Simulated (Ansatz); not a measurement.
# MoS2: relaxing the atoms and phonons, part 2 of 2

Aim: for MoS2, 2 runs in a chain (relaxing the atoms and phonons).

Ansatz 0.2.0; DFT PBE, scalar-relativistic, plane waves, PAW. The steps go on from the part before.

### Step 3. Phonons

It takes the final geometry of step 2.

Input file input.yaml:

```yaml
crystal:
  lattice:
    - [3.169, 0.0, 0.0]
    - [-1.5845, 2.7444345046, 0.0]
    - [0.0, 0.0, 12.324]
  atoms:
    - { symbol: Mo, position: [0.3333333333, 0.6666666667, 0.25] }
    - { symbol: Mo, position: [0.6666666667, 0.3333333333, 0.75] }
    - { symbol: S, position: [0.3333333333, 0.6666666667, 0.6232747443] }
    - { symbol: S, position: [0.6666666667, 0.3333333333, 0.1232747443] }
    - { symbol: S, position: [0.3333333333, 0.6666666667, 0.8767252557] }
    - { symbol: S, position: [0.6666666667, 0.3333333333, 0.3767252557] }
scf:
  occupations: { method: fixed }
output:
  forces: true
  stress: true
  eigenvalues: true
kpoints:
  mp_grid: { grid: [10, 10, 3] }
hamiltonian:
  xc: pbe
phonons:
  method: dfpt
  dielectric: true
  rigid_motions: translations
```

On the command line:

```sh
$ ansatz run input.yaml --threads 8 --pin off --max-ram 32768MiB --backend cpu --events-out ev --progress --plain --runs-dir out
```

What it wrote:

```text
Warning: RAYON_NUM_THREADS=8 ignored (pool sized by the plan → 8); use --threads N
Engine: ansatz 0.2.0, x86_64-unknown-linux-gnu
Pseudopotentials: kind: paw
Pseudopotential: Mo, paw, valence charge 14, recommended cutoff 420 eV (normal), Mo.paw.azcp
Pseudopotential: S, paw, valence charge 6, recommended cutoff 420 eV (normal), S.paw.azcp
Functional definition: PBE
  parameter kappa = 0.804
  parameter beta = 0.06672455060314922
  exchange = pbe_x(kappa = kappa, mu = beta*pi^2/3)
  correlation = pbe_c(beta = beta)
Crystal: 6 atoms, lattice volume = 107.183 Å³
Basis set: ecut = 420 eV, 2081 PW (Γ), exchange–correlation on 48×48×180 points (8 copies of the dense FFT grid, shifted against one another)
Bands: 32, of which v1, the nominal top of the filled ones, is band 26 counted from 1 (25 counted from 0)
Symmetry: 24 space group operations
k-points: 86 of 300 (irreducible under 2 space group operations, time reversal used)
Non-local potential: Mo, projectors of the file, l = 0: 3, l = 1: 2, l = 2: 2, l = 3: 1
Non-local potential: S, projectors of the file, l = 0: 2, l = 1: 2, l = 2: 2
PAW form: soft (Blöchl's): semilocal exchange-correlation on the pseudo side does not see the compensation charge
PAW one-centre angular grid: Mo, 590 points (default); XC on 64 Gauss nodes
PAW one-centre angular grid: S, 110 points (default); XC on 64 Gauss nodes
Initial density: superposition of atomic densities (neutral atoms: chi_scale 0, normalization atom), corrected by the library's trained network
Initial wavefunctions: pseudopotential atomic-orbital guess
Functional: x = pbe(κ = 0.804, μ = 0.2195149727645171), c = pbe(β = 0.06672455060314922)
SCF iter   1: F=—  HF=-13525.527832 eV  |F-HF|=—  |Δ(HF+E_count)|=         —  Δρ=5.48e-3  dr2=7.41e-3  ethr=1.77e-3  ⟨swp⟩=5.0  Hψ=9997  notcnv=0  defer=291
preconditioner: auto → Resta (q_TF=auto, 2.418 Å⁻¹)  ε∞=8.7  [insulator: Δε(μ)=0.933 eV  Ē_g=7.767 eV  n_scr=26 (ndim 8)  ℏωp=21.5 eV  f_vac=0.016  ε∞_Penn≈8.7]
SCF iter   2: F=—  HF=-13525.537001 eV  |F-HF|=—  |Δ(HF+E_count)|=   9.17e-3  Δρ=3.14e-3  dr2=2.37e-3  ethr=1.43e-5  ⟨swp⟩=2.0  Hψ=5151  notcnv=0  defer=344
SCF iter   3: F=—  HF=-13525.541738 eV  |F-HF|=—  |Δ(HF+E_count)|=   4.74e-3  Δρ=3.87e-4  dr2=3.93e-4  ethr=4.56e-6  ⟨swp⟩=2.0  Hψ=4130  notcnv=0  defer=344
SCF iter   4: F=—  HF=-13525.541702 eV  |F-HF|=—  |Δ(HF+E_count)|=   3.58e-5  Δρ=1.14e-4  dr2=8.88e-6  ethr=7.57e-7  ⟨swp⟩=2.0  Hψ=3534  notcnv=0  defer=163
SCF iter   5: F=—  HF=-13525.541710 eV  |F-HF|=—  |Δ(HF+E_count)|=   8.07e-6  Δρ=5.02e-5  dr2=2.53e-6  ethr=1.71e-8  ⟨swp⟩=2.0  Hψ=3780  notcnv=0  defer=136
SCF iter   6: F=—  HF=-13525.541713 eV  |F-HF|=—  |Δ(HF+E_count)|=   2.93e-6  Δρ=8.20e-6  dr2=8.44e-8  ethr=4.86e-9  ⟨swp⟩=2.0  Hψ=3825  notcnv=0  defer=134
SCF iter   7: F=—  HF=-13525.541713 eV  |F-HF|=—  |Δ(HF+E_count)|=   5.75e-8  Δρ=2.04e-6  dr2=4.00e-9  ethr=1.62e-10  ⟨swp⟩=2.0  Hψ=4008  notcnv=0  defer=134
SCF iter   8: F=—  HF=-13525.541713 eV  |F-HF|=—  |Δ(HF+E_count)|=   3.55e-9  Δρ=4.77e-7  dr2=5.64e-10  ethr=7.69e-12  ⟨swp⟩=2.0  Hψ=4098  notcnv=0  defer=134
SCF iter   9: F=-13525.541713 eV  HF=-13525.541713 eV  |F-HF|=1.09e-11  |Δ(HF+E_count)|=  2.44e-10  Δρ=9.88e-8  dr2=2.60e-11  ethr=1.00e-12  ⟨swp⟩=12.8  Hψ=17521  notcnv=0
SCF 1 converged in 9 iterations: F = -13525.541713 eV  dr2 = 2.60e-11
NSCF: frozen V_eff on 5 k-points
DFPT response loops at Γ: preconditioner auto → Resta (q_TF=auto, 2.418 Å⁻¹)  ε∞=8.0 (no band partly filled); β = 1.00, the filter's whole step (`scf.mixing.beta` (0.50) is not read by the response loops at its default; to damp them type it under 1.00, their step now; it binds the ground state too); Broyden in place of MSR1
── the response to a field inside a basis, on 10×10×4 k-points: an SCF that follows is theirs, and a resumed run solves both again ──
Bands: 27, of which v1, the nominal top of the filled ones, is band 26 counted from 1 (25 counted from 0)
k-points: 60 of 400 (irreducible under 8 space group operations)
Initial density: handed on by an earlier stage of this run
Initial wavefunctions: pseudopotential atomic-orbital guess (no wavefunctions were taken with the density)
Eigensolver: Dense (60 Hₖ)
SCF iter   1: F=—  HF=-13525.481836 eV  |F-HF|=—  |Δ(HF+E_count)|=         —  Δρ=2.45e-4  dr2=1.46e-5  ethr=1.00e-1
preconditioner: auto → Resta (q_TF=auto, 2.418 Å⁻¹)  ε∞=10.2  [insulator: Δε(μ)=1.006 eV  Ē_g=7.104 eV  n_scr=26 (ndim 8)  ℏωp=21.5 eV  f_vac=0.015  ε∞_Penn≈10.2]
SCF iter   2: F=—  HF=-13525.481846 eV  |F-HF|=—  |Δ(HF+E_count)|=   1.04e-5  Δρ=1.35e-4  dr2=4.92e-6  ethr=2.81e-8
SCF iter   3: F=—  HF=-13525.481851 eV  |F-HF|=—  |Δ(HF+E_count)|=   4.77e-6  Δρ=1.14e-5  dr2=2.50e-7  ethr=9.47e-9
SCF iter   4: F=-13525.481851 eV  HF=-13525.481851 eV  |F-HF|=2.40e-8  |Δ(HF+E_count)|=   4.06e-9  Δρ=6.85e-6  dr2=5.93e-8  ethr=4.80e-10
SCF 1 converged in 4 iterations: F = -13525.481851 eV  dr2 = 5.93e-8
DFPT response loops at Γ: preconditioner auto → Resta (q_TF=auto, 2.418 Å⁻¹)  ε∞=7.7 (no band partly filled); β = 1.00, the filter's whole step (`scf.mixing.beta` (0.50) is not read by the response loops at its default; to damp them type it under 1.00, their step now; it binds the ground state too); Broyden in place of MSR1
SCF converged after 9 iterations
Free energy (F): -13525.541713 eV
Harris-Foulkes:  -13525.541713 eV  (|F-HF|=1.09e-11)
Internal energy: -13525.541713 eV  (E = F + TS)
E sigma→0 (E₀):  -13525.541713 eV
Fermi energy:    10.905885 eV
--- Per-component energies (eV) ---
  E_band       = -312.722067
  E_kinetic    = 1312.450758
  E_local      = -3932.998374  (includes V_loc(G=0)·N_el)
  E_nonlocal   = 398.397526
  E_hartree    = 1513.253460
  E_xc         = -757.260531
  E_vxc        = -810.368524  (∫ρ·V_xc dr)
  E_paw        = -8803.080761  (= ΣΔE_a)
  E_vpaw       = -306.710168  (= ΣTr[D̂ρ^β])
  E_aug_tail   = 0.000083  (compensation charges beyond the density's cutoff)
  E_ewald      = -3256.303873
  E_smearing   = -0.000000  (= −TS)
  E_closure    = 0.000000  (closes the sum)
  Σ components = -13525.541713   (vs F -13525.541713, Δ=0.00e0)
--- Forces (eV/Å), atoms counted from 1 ---
  atom   1  Mo    -0.00000000     0.00000000     0.00000000
  atom   2  Mo     0.00000000     0.00000000     0.00000000
  atom   3  S      0.00000000     0.00000000    -0.00003147
  atom   4  S     -0.00000000    -0.00000000    -0.00003147
  atom   5  S      0.00000000     0.00000000     0.00003147
  atom   6  S     -0.00000000    -0.00000000     0.00003147
  max |Σ_I F_I| component: 1.16e-18 eV/Å
--- Stress (GPa, compression-positive) ---
        2.051114       0.000000      -0.000000
        0.000000       2.051114       0.000000
       -0.000000       0.000000       2.830852
  P = ⅓ Tr σ = 2.3110 GPa (23.110 kbar)
--- Band table (eV; the first three rows and the last of 86) ---
  k-point 0: bands = ["-50.6203", "-50.6203", "-24.7675", "-24.7674", "-24.5464", "-24.5464", "-24.5464", "-24.5464", "-4.0672", "-3.8022", "-2.8426", "-2.4059", "4.0328", "5.0576", "7.4231", "7.6045", "7.6045", "7.6175", "7.6175", "8.7053", "8.7053", "8.7511", "8.7511", "9.7121", "9.7611", "10.9059", "12.9960", "12.9960", "13.0231", "13.0231", "13.1704", "13.1704"]
  k-point 1: bands = ["-50.6203", "-50.6203", "-24.7675", "-24.7674", "-24.5464", "-24.5464", "-24.5464", "-24.5464", "-4.0139", "-3.8852", "-2.7187", "-2.5041", "4.2378", "4.7297", "7.6077", "7.6077", "7.6142", "7.6142", "7.8970", "8.7167", "8.7167", "8.7397", "8.7397", "8.8258", "10.4135", "10.7905", "12.9976", "12.9976", "13.0088", "13.0088", "13.2202", "13.2202"]
  k-point 2: bands = ["-50.6165", "-50.6165", "-24.7600", "-24.7599", "-24.5846", "-24.5846", "-24.5551", "-24.5551", "-3.9166", "-3.6540", "-2.7715", "-2.3533", "4.2036", "5.2226", "7.1297", "7.2746", "7.3004", "7.7559", "7.7767", "8.1888", "8.4698", "8.5222", "8.8568", "9.7692", "9.8675", "10.6114", "12.8379", "12.8746", "12.9130", "12.9918", "13.0541", "13.1905"]
  k-point 85: bands = ["-50.5806", "-50.5806", "-24.8729", "-24.8729", "-24.7006", "-24.7006", "-24.6885", "-24.6885", "-2.0933", "-2.0367", "-1.8501", "-1.7907", "4.8838", "5.0088", "5.2414", "5.2888", "6.2800", "6.4120", "6.9320", "7.1610", "7.4794", "7.6262", "8.4350", "8.6210", "9.6858", "9.7387", "12.2933", "12.5286", "12.9836", "13.0057", "13.3970", "13.6837"]
--- Phonons (Γ-DFPT): 4 representative perturbations + reference, on 86 of 300 k-points (Σ response iterations 13) ---
  k mesh reduced under 2 symmetry operations, with k and −k counted as one. Each operation leaves every solved perturbation unchanged. A smaller set is not considered because the run solves the response to a homogeneous field
  ASR residual: 1.089e-4 → 0.000e0 eV/Å²; symmetrization residual: 1.590e-5 eV/Å²
  ASR residual per site (eV/Å²): 4.74e-5 4.74e-5 1.09e-4 1.09e-4 1.09e-4 1.09e-4
  Γ frequencies (cm⁻¹): 0.00 0.00 0.00 29.84 29.84 55.96 279.16 279.16 281.29 281.29 376.59 376.59 376.76 376.76 399.99 405.91 460.21 464.31
  ε∞ (high-frequency dielectric tensor):
       15.320763    -0.000000    -0.000000
       -0.000000    15.320763     0.000000
       -0.000000     0.000000     6.423961
  ε⁰ (static dielectric tensor: ions relaxed, cell fixed):
       15.491038    -0.000000    -0.000000
       -0.000000    15.491038     0.000000
       -0.000000     0.000000     6.469842
  ε⁰ − ε∞ (ionic part):
        0.170275     0.000000    -0.000000
        0.000000     0.170275    -0.000000
       -0.000000    -0.000000     0.045882
  softest optical mode at Γ: 29.84 cm⁻¹; the repairs (sum rule, projections) moved no ω² at Γ by more than (1.83 cm⁻¹)²
  Born effective charges Z* (e; rows j = field, columns β = displacement):
    site 0:
        -1.00588   -0.00000    0.00000
        -0.00000   -1.00588   -0.00000
         0.00000   -0.00000   -0.63779
    site 1:
        -1.00588    0.00000    0.00000
        -0.00000   -1.00588    0.00000
         0.00000   -0.00000   -0.63779
    site 2:
         0.50294   -0.00000    0.00000
         0.00000    0.50294    0.00000
        -0.00000    0.00000    0.31889
    site 3:
         0.50294   -0.00000    0.00000
         0.00000    0.50294   -0.00000
        -0.00000   -0.00000    0.31889
    site 4:
         0.50294   -0.00000   -0.00000
         0.00000    0.50294   -0.00000
         0.00000   -0.00000    0.31889
    site 5:
         0.50294   -0.00000   -0.00000
         0.00000    0.50294    0.00000
         0.00000    0.00000    0.31889
  Z* charge neutrality: 7.016e-3 e pre-enforcement
  solved inside a basis spanned on kpoints, on 10×10×4 k-points, its susceptibility summed on 14×14×4: ε∞ is read to err by 7.9e-2, Z* by 1.7e-2 e (field_mesh: kpoints solves on kpoints); Z* is corrected for what the basis lacks
  optical modes at Γ without the LO–TO term, one row a degenerate level:
      ω (cm⁻¹)  modes    IR ((D/Å)²/amu)
         29.84      2             0.0000
         55.96      1             0.0000
        279.16      2             0.0000
        281.29      2             0.0000
        376.59      2             0.0000
        376.76      2             2.4293
        399.99      1             0.0000
        405.91      1             0.0000
        460.21      1             0.4883
        464.31      1             0.0000
  optical modes at Γ + LO–TO along q̂ = [1.0000, 0.0000, 0.0000]:
      ω (cm⁻¹)  modes    IR ((D/Å)²/amu)
         29.84      2             0.0000
         55.96      1             0.0000
        279.16      2             0.0000
        281.29      2             0.0000
        376.59      2             0.0000
        376.76      1             1.2147
        378.85      1             1.2147
        399.99      1             0.0000
        405.91      1             0.0000
        460.21      1             0.4883
        464.31      1             0.0000
  optical modes at Γ + LO–TO along q̂ = [0.0000, 1.0000, 0.0000]:
      ω (cm⁻¹)  modes    IR ((D/Å)²/amu)
         29.84      2             0.0000
         55.96      1             0.0000
        279.16      2             0.0000
        281.29      2             0.0000
        376.59      2             0.0000
        376.76      1             1.2147
        378.85      1             1.2147
        399.99      1             0.0000
        405.91      1             0.0000
        460.21      1             0.4883
        464.31      1             0.0000
  optical modes at Γ + LO–TO along q̂ = [0.0000, 0.0000, 1.0000]:
      ω (cm⁻¹)  modes    IR ((D/Å)²/amu)
         29.84      2             0.0000
         55.96      1             0.0000
        279.16      2             0.0000
        281.29      2             0.0000
        376.59      2             0.0000
        376.76      2             2.4293
        399.99      1             0.0000
        405.91      1             0.0000
        461.85      1             0.4883
        464.31      1             0.0000
```

Run time: 46 s. Hardware: 8 threads of Intel Xeon Platinum 8259CL at 2.50GHz (Skylake/Cascade Lake), shared host; peak memory 1.6 GiB.

Optical levels at the zone centre, without the three acoustic modes and without the macroscopic field of LO modes (i: imaginary):

```
cm⁻¹   meV  modes  IR intensity ((D/Å)²/amu)
  30   3.7      2                       0.00
  56   6.9      1                       0.00
 279  34.6      2                       0.00
 281  34.9      2                       0.00
 377  46.7      2                       0.00
 377  46.7      2                       2.43
 400  49.6      1                       0.00
 406  50.3      1                       0.00
 460  57.1      1                       0.49
 464  57.6      1                       0.00
```

Diagonal Born charges in e, distinct sites:

```
atom   Z*xx   Z*yy   Z*zz   mean
 Mo1  -1.01  -1.01  -0.64  -0.88
  S3   0.50   0.50   0.32   0.44
```

Each polar mode adds Δε = (4.92064×10⁷/V)·S/ν² along x (S its oscillator strength in e²/amu, ν in cm⁻¹, V = 107.18 Å³):

```
ν (cm⁻¹)    S_xx    Δε
   376.8  0.0527  0.17
```

The sum is 0.17; with ε∞,xx = 15.32 that makes 15.49, and the run's static tensor has 15.49.

For a wave vector along x the longitudinal modes lie at 379 cm⁻¹. The Lyddane–Sachs–Teller product Π(ν_LO/ν_TO)² = 1.01 matches ε0/ε∞ = 1.01.

### Step 4. Results

The summary covers parts 1 to 2.

```
step  volume (Å³/atom)  pressure (GPa)  energy (eV)  gap on the mesh (eV)   time
   2             17.86             2.3   -13525.542                  0.93  3.1 s
```

| quantity | value |
| --- | --- |
| optical modes at Γ (without the LO field) | 30 to 464 cm⁻¹ |
| ε∞, principal values | 6.42, 15.32, 15.32 |
| ε0 with the ions free | 6.5, 15.5, 15.5 |
| mean Born charges | Mo -0.88, S +0.44 e |
| LO modes for q along x | 379 cm⁻¹ |

What this shows: No zone-centre mode is imaginary. That tests stability at Γ alone. The ions give 1 % of the static dielectric constant. Measured lines, each beside the nearest calculated frequency (matched by position alone): 33 measured, 30 calculated cm⁻¹; the first is 32.9 cm⁻¹ (300 K; “Stacking-Dependent Interlayer Phonons in 3R and 2H MoS2”, 2019, arxiv:1901.11230). Layers here are held mostly by dispersion, which this level lacks, so their spacing and the stiffness across them are unreliable there.

These are semilocal Kohn-Sham gaps, which aren't the measured quantity. Such gaps usually fall short of the measured ones.
